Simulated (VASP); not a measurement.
# CdTe in VASP: one cell, several levels of theory, part 2 of 2

VASP 6.6.1, plane waves, PAW.

### 3 r2SCAN

INCAR reads:

```
ENCUT = 520.000000
SIGMA = 0.010000
EDIFF = 1.00e-07
ALGO = Normal
METAGGA = R2SCAN
PREC = Accurate
IBRION = -1
ISIF = 2
ISMEAR = 0
NBANDS = 16
NELM = 120
NSW = 0
LASPH = .TRUE.
LCHARG = .TRUE.
LELF = .TRUE.
LWAVE = .FALSE.
LREAL = .FALSE.
```

KPOINTS reads:

```
KPOINTS created by Atomic Simulation Environment
0
Gamma
6 6 6
0 0 0
```

KPOINTS_OPT reads:

```
special points
6
Reciprocal
0.0000000000 0.0000000000 0.0000000000 1
-0.5000000000 -0.5000000000 0.0000000000 1
-0.3750000000 -0.3750000000 0.2500000000 1
-0.3750000000 0.0000000000 0.3750000000 1
0.0000000000 0.0000000000 0.5000000000 1
-0.5000000000 -0.2500000000 0.2500000000 1
```

POSCAR reads:

```
Cd Te
 1.0000000000000000
     0.0000000000000000    3.1487569115000000    3.1487569115000000
     3.1487569115000000    0.0000000000000000    3.1487569115000000
     3.1487569115000000    3.1487569115000000    0.0000000000000000
 Cd  Te
   1   1
Cartesian
  0.0000000000000000  0.0000000000000000  0.0000000000000000
  1.5743784557500000  1.5743784557500000  1.5743784557500000
```

Started as:

```
> mpirun -np 1 vasp_std
```

Printed to the terminal (iteration lines stand in OSZICAR):

```text
POSCAR found type information on POSCAR CdTe
 POSCAR found :  2 types and       2 ions
 -----------------------------------------------------------------------------
|                                                                             |
|                                                                             |
|     You enforced a specific xc type in the INCAR file but a different       |
|     I HOPE YOU KNOW WHAT YOU ARE DOING!                                     |
|                                                                             |
 -----------------------------------------------------------------------------

 LDA part: xc-table for (None), standard interpolation
 POSCAR, INCAR and KPOINTS ok, starting setup
 FFT: planning ... GRIDC
 FFT: planning ... GRID_SOFT
 FFT: planning ... GRID
 WAVECAR not read
 entering main loop
 Start KPOINTS_OPT (optional k-point list driver)
k-point batch [1-6\6]
```

OSZICAR:

```text
N       E                     dE             d eps       ncg     rms          rms(c)
DAV:   1     0.599059309890E+02    0.59906E+02   -0.86064E+03   520   0.102E+03
DAV:   2    -0.474629589619E+02   -0.10737E+03   -0.10151E+03   616   0.246E+02
DAV:   3    -0.509889655102E+02   -0.35260E+01   -0.35217E+01   616   0.472E+01
DAV:   4    -0.510150436822E+02   -0.26078E-01   -0.26077E-01   720   0.369E+00
DAV:   5    -0.510154470941E+02   -0.40341E-03   -0.40341E-03   648   0.352E-01    0.677E+00
DAV:   6    -0.465037236055E+02    0.45117E+01   -0.27971E+00   576   0.219E+01    0.759E+00
DAV:   7    -0.464784637178E+02    0.25260E-01   -0.12882E-01   616   0.385E+00    0.492E+00
DAV:   8    -0.464860523141E+02   -0.75886E-02   -0.71364E-02   640   0.277E+00    0.973E-01
DAV:   9    -0.464881727219E+02   -0.21204E-02   -0.46529E-03   632   0.581E-01    0.341E-01
DAV:  10    -0.464878974893E+02    0.27523E-03   -0.14162E-03   624   0.399E-01    0.747E-02
DAV:  11    -0.464878896943E+02    0.77950E-05   -0.76329E-05   640   0.100E-01    0.428E-02
DAV:  12    -0.464878914892E+02   -0.17950E-05   -0.14188E-05   608   0.424E-02    0.306E-02
DAV:  13    -0.464878944556E+02   -0.29664E-05   -0.62023E-06   584   0.196E-02    0.378E-03
DAV:  14    -0.464878935011E+02    0.95449E-06   -0.91683E-07   664   0.741E-03    0.584E-03
DAV:  15    -0.464878936267E+02   -0.12560E-06   -0.10441E-07   368   0.292E-03    0.193E-03
DAV:  16    -0.464878936515E+02   -0.24818E-07   -0.42577E-08   288   0.248E-03
   1 F= -.46487894E+02 E0= -.46487894E+02  d E =-.763601E-32
       N       E                     dE             ncg
DAV:   1     0.724074827560E+03   -0.24464E+04      192
DAV:   2     0.730184665288E+02   -0.65106E+03      224
DAV:   3     0.516681988680E+02   -0.21350E+02      248
DAV:   4     0.515114309651E+02   -0.15677E+00      296
DAV:   5     0.515111351509E+02   -0.29581E-03      256
DAV:   6     0.515111294818E+02   -0.56691E-05      264
DAV:   7     0.515111293065E+02   -0.17535E-06      232
DAV:   8     0.515111292976E+02   -0.88999E-08      232
```

From OUTCAR:

```text
k-points           NKPTS =     16   k-points in BZ     NKDIM =     16   number of bands    NBANDS=     16

   NELECT =      18.0000    total number of electrons

   dimension x,y,z NGX =    36 NGY =   36 NGZ =   36
   dimension x,y,z NGXF=    72 NGYF=   72 NGZF=   72

  energy-cutoff  :      520.00
  volume of cell :       62.44
      direct lattice vectors                 reciprocal lattice vectors
     0.000000000  3.148756912  3.148756912    -0.158792823  0.158792823  0.158792823
     3.148756912  0.000000000  3.148756912     0.158792823 -0.158792823  0.158792823
     3.148756912  3.148756912  0.000000000     0.158792823  0.158792823 -0.158792823

 k-points in reciprocal lattice and weights: KPOINTS created by Atomic Simulation Env
   0.00000000  0.00000000  0.00000000       0.005
   0.16666667  0.00000000  0.00000000       0.037
   0.33333333  0.00000000  0.00000000       0.037
   0.50000000  0.00000000  0.00000000       0.019
   0.16666667  0.16666667  0.00000000       0.028
   0.33333333  0.16666667  0.00000000       0.111
   0.50000000  0.16666667  0.00000000       0.111
  -0.33333333  0.16666667  0.00000000       0.111
[... 8 more k-points ...]

 E-fermi :   3.0246

 k-point     1 :       0.0000    0.0000    0.0000
  band No.  band energies     occupation
      1      -9.1442      2.00000
      2      -5.9627      2.00000
      3      -5.9627      2.00000
      4      -5.9627      2.00000
      5      -5.6020      2.00000
      6      -5.6020      2.00000
      7       2.9443      2.00000
      8       2.9443      2.00000
      9       2.9443      2.00000
     10       4.5042      0.00000
     11       7.8883      0.00000
     12       7.8883      0.00000
     13       7.8883      0.00000
     14      11.0262      0.00000
     15      12.9167      0.00000
     16      12.9167      0.00000

 k-point     2 :       0.1667    0.0000    0.0000
  band No.  band energies     occupation
      1      -9.0189      2.00000
      2      -5.9373      2.00000
      3      -5.9373      2.00000
      4      -5.8641      2.00000
      5      -5.6038      2.00000
      6      -5.6038      2.00000
      7       1.1265      2.00000
      8       2.6673      2.00000
      9       2.6673      2.00000
     10       5.4651      0.00000
     11       8.1250      0.00000
     12       8.2767      0.00000
     13       8.2767      0.00000
     14      11.9036      0.00000
     15      11.9036      0.00000
     16      11.9888      0.00000

 k-point     3 :       0.3333    0.0000    0.0000
  band No.  band energies     occupation
      1      -8.7679      2.00000
      2      -5.8933      2.00000
      3      -5.8933      2.00000
      4      -5.5987      2.00000
      5      -5.5987      2.00000
      6      -5.5069      2.00000
      7      -1.0524      2.00000
      8       2.2086      2.00000
      9       2.2086      2.00000
     10       5.4057      0.00000
     11       8.5455      0.00000
     12       8.5455      0.00000
     13       9.8740      0.00000
     14      11.5367      0.00000
     15      12.4221      0.00000
     16      12.4221      0.00000

 k-point     4 :       0.5000    0.0000    0.0000
  band No.  band energies     occupation
      1      -8.6457      2.00000
      2      -5.8759      2.00000
      3      -5.8759      2.00000
      4      -5.5904      2.00000
      5      -5.5904      2.00000
      6      -5.1501      2.00000
      7      -2.1063      2.00000
      8       2.0101      2.00000
      9       2.0101      2.00000
     10       5.2673      0.00000
     11       8.4695      0.00000
     12       8.4695      0.00000
     13      10.3984      0.00000
     14      12.5807      0.00000
     15      14.0514      0.00000
     16      14.0514      0.00000

 k-point     5 :       0.1667    0.1667    0.0000
  band No.  band energies     occupation
      1      -8.9776      2.00000
      2      -5.9118      2.00000
      3      -5.9118      2.00000
      4      -5.8692      2.00000
      5      -5.6134      2.00000
      6      -5.5919      2.00000
      7       1.2043      2.00000
      8       2.2082      2.00000
      9       2.2082      2.00000
     10       6.1634      0.00000
     11       6.9015      0.00000
     12       9.0029      0.00000
     13       9.0029      0.00000
     14      10.4988      0.00000
     15      12.9579      0.00000
     16      13.1675      0.00000

 k-point     6 :       0.3333    0.1667    0.0000
  band No.  band energies     occupation
      1      -8.7698      2.00000
      2      -5.8782      2.00000
      3      -5.8618      2.00000
      4      -5.6872      2.00000
      5      -5.5842      2.00000
      6      -5.5286      2.00000
      7      -0.4597      2.00000
      8       1.6254      2.00000
      9       1.7196      2.00000
     10       6.3480      0.00000
     11       7.4031      0.00000
     12       9.0527      0.00000
     13       9.6116      0.00000
     14      11.5809      0.00000
     15      13.3648      0.00000
     16      13.3730      0.00000

 k-point     7 :       0.5000    0.1667    0.0000
  band No.  band energies     occupation
      1      -8.6087      2.00000
      2      -5.8570      2.00000
      3      -5.8402      2.00000
      4      -5.6263      2.00000
      5      -5.5866      2.00000
      6      -5.1250      2.00000
      7      -1.8261      2.00000
      8       1.0228      2.00000
      9       1.6230      2.00000
     10       6.2356      0.00000
     11       7.9714      0.00000
     12       9.3371      0.00000
     13      10.1596      0.00000
     14      12.4409      0.00000
     15      13.8494      0.00000
     16      14.1371      0.00000

 k-point     8 :      -0.3333    0.1667    0.0000
  band No.  band energies     occupation
      1      -8.6482      2.00000
      2      -5.8596      2.00000
      3      -5.8580      2.00000
      4      -5.6076      2.00000
      5      -5.6074      2.00000
      6      -5.2475      2.00000
      7      -1.4866      2.00000
      8       0.8492      2.00000
      9       1.9814      2.00000
     10       6.3570      0.00000
     11       8.1929      0.00000
     12       9.0032      0.00000
     13       9.9995      0.00000
     14      11.9788      0.00000
     15      12.8430      0.00000
     16      14.1382      0.00000

[... the tables of k-points 9 to 16 left out ...]

  Total        2.6037836      2.6037836      2.6037836      0.0000000     -0.0000000     -0.0000000
  in kB       66.8140928     66.8140928     66.8140928      0.0000000     -0.0000000     -0.0000000
  external PRESSURE =      66.8140928 kB  Pullay stress =       0.0000000 kB

 POSITION                                       TOTAL-FORCE (eV/Angst)
 -----------------------------------------------------------------------------------
      0.00000      0.00000      0.00000        -0.000000     -0.000000      0.000000
      1.57438      1.57438      1.57438         0.000000      0.000000     -0.000000
 -----------------------------------------------------------------------------------
    total drift:                               -0.000003     -0.000003     -0.000003

  FREE ENERGIE OF THE ION-ELECTRON SYSTEM (eV)
  ---------------------------------------------------
  free  energy   TOTEN  =       -46.4878936515 eV

  energy  without entropy=      -46.4878936515  energy(sigma->0) =      -46.48789365
```

Hardware: 1 MPI rank of Intel Xeon Platinum 8488C, shared host.

The levels at the points of KPOINTS_OPT are read from vasprun.xml.

Band energies at the special points (eV, zero at the top of v, the last band that the electrons fill by count):

```csv
point,v−1,v,c,c+1
Γ,0.00,0.00,1.56,4.94
X,-2.24,-2.24,2.67,2.94
U,-3.05,-1.86,3.13,4.99
K,-3.05,-1.86,3.13,4.99
L,-0.93,-0.93,2.32,5.53
W,-2.77,-2.65,4.92,4.97
```

The r2SCAN gap is 1.56 eV, direct at Γ. The pressure is 6.68 GPa; the forces vanish within 0.01 eV/Å.

### 4 What came out

What follows sums up all 2 parts.

| level | gap (eV) | pressure (GPa) | Ansatz: gap (eV) | Ansatz: pressure (GPa) |
| --- | --- | --- | --- | --- |
| PBE | 1.04 | 7.69 | 1.04 | 7.50 |
| r2SCAN | 1.56 | 6.68 | 1.56 | 6.51 |

**Reading.** The gap runs from 1.04 eV (PBE) to 1.56 eV (r2SCAN). Spin-orbit coupling is left out, though the cell holds Te (Z = 52); in an element this heavy it can shift bands and gaps by tenths of an eV. At this one volume the pressure spans 6.7 GPa (r2SCAN) to 7.7 GPa (PBE): PBE wants the largest cell and r2SCAN the smallest. The two programs agree on the gap within 0.01 eV, far less than the spread between functionals. Each program uses its own PAW datasets and cutoff. VASP's cell holds 18 valence electrons and Ansatz's 36.
